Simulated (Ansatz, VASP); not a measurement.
BN: VASP beside Ansatz

INCAR

```
SYSTEM = BN
PREC     = Accurate       ! precision mode
ENCUT    = 520            ! plane-wave cutoff, eV
EDIFF    = 1E-7           ! SCF threshold, eV
ISMEAR   = 0              ! smearing method
SIGMA    = 0.05           ! smearing width, eV
LREAL    = .False.        ! projectors in reciprocal space
LASPH    = .True.         ! aspherical terms in the spheres
NELM     = 60             ! most SCF steps
ALGO     = Normal         ! electronic algorithm
ISIF     = 2              ! what is computed and relaxed
LWAVE    = .False.        ! write WAVECAR
LCHARG   = .False.        ! write CHGCAR
GGA      = PE             ! functional
NBANDS   = 11             ! bands
```

File KPOINTS:

```
regular mesh
0
Gamma
  12 12 12
  0 0 0
```

The input POSCAR:

```
BN
1.0
    0.0000000000      1.9580410800      1.6679609200
    1.9580410800      0.0000000000      1.6679609200
    1.9580410800      1.9580410800      0.0000000000
B N
1 1
Direct
    0.0000000000      0.0000000000      0.0000000000
    0.7500000000      0.7500000000      0.7500000000
```

Input for Ansatz:

```yaml
crystal:
  lattice:
    - [0.0, 1.95804108, 1.66796092]
    - [1.95804108, 0.0, 1.66796092]
    - [1.95804108, 1.95804108, 0.0]
  atoms:
    - { symbol: B, position: [0.0, 0.0, 0.0] }
    - { symbol: "N", position: [0.75, 0.75, 0.75] }
basis:
  ecutwfc: 420
kpoints:
  mp_grid: { grid: [12, 12, 12] }
hamiltonian:
  xc: pbe
scf:
  occupations: { method: gaussian, width: 0.05 }
output:
  forces: true
  stress: true
  eigenvalues: true
  write_density: true
  write_potential: true
  elf: true
  volumetric_format: npy
```

Change from the starting cell: strain +0.080 along x and y, -0.080 along z, atoms carried along.

Alike in both runs: task single point; functional PBE; k mesh 12 × 12 × 12; occupations gaussian, width 0.05 eV; no spin polarisation.

|  | VASP | Ansatz |
| --- | --- | --- |
| version | VASP 6.6.1 | Ansatz 0.2.0 |
| potentials or method | VASP PAW PBE potentials, release 64 (B, N) | scalar-relativistic, plane waves, PAW |
| plane-wave cutoff (eV) | 520 | 420 |
| valence electrons in the cell | 8 | 8 |

|  | VASP | Ansatz | Ansatz less VASP |
| --- | --- | --- | --- |
| gap on the k mesh at the Fermi level (eV) | 2.20 | 2.21 | +0.010 |
| least direct gap on the mesh (eV) | 7.14 | 7.15 | +0.009 |
| pressure (GPa) | -23.7 | -23.7 | -0.02 |
| largest component of the traceless stress (GPa) | 48.52 | 48.49 | -0.029 |

With one functional, cell and mesh, what is left measures potentials, basis and numerics.

Caveats: so large a pressure means that the cell lies far from this level's equilibrium, or that cutoff or potentials fall short (VASP). A k mesh can miss the band edges.
